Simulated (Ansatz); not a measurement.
## Pb in Ansatz: convergence with scf exx energy threshold

The system is Pb.

```
Pb
1.0
    -1.97966    1.97966    1.97966
     1.97966   -1.97966    1.97966
     1.97966    1.97966   -1.97966
Pb
1
Direct
  0.00000 0.00000 0.00000
```

This isn't the form of Pb at room conditions, which is fcc.

```yaml
Program: Ansatz 0.2.0
Task: convergence study
Functional: HSE06
Potentials_or_basis: Ansatz PAW
Cutoff: "420 eV (not typed: the program's choice for these potentials)"
k_mesh: 5 × 5 × 5
Occupations: cold, width 0.1 eV
Spin: no spin polarisation
```

These are the settings of the first run; the series varies scf exx energy threshold, with any setting tied to it.

Hardware: 2 threads of Intel(R) Xeon(R) Platinum 8488C (Sapphire Rapids), on a shared host.

```
scf exx energy threshold  energy less the tightest run, at zero smearing (meV/atom)  SCF cycles  CPU time (s)  peak memory (GiB)
                    0.01                                                       0.00          14            12               0.64
                   0.001                                                       0.00          14            12               0.65
                  0.0001                                                       0.00          14            11               0.64
                   1e-05                                                       0.00          14            15               0.64
                   1e-06                                                       0.00          14            11               0.64
                   1e-07                                                       0.00          15            11               0.65
```

Against the tightest run, the energy stays within 1 meV/atom from 0.01 on. The tightest run that finished is the yardstick and may itself not be fully converged.

Caveat, for the tightest run too: the k mesh is coarse (spacing up to 0.45 Å⁻¹), so the values aren't converged, least of all with exact exchange. The run has no spin-orbit coupling, so splittings on Pb are missing.
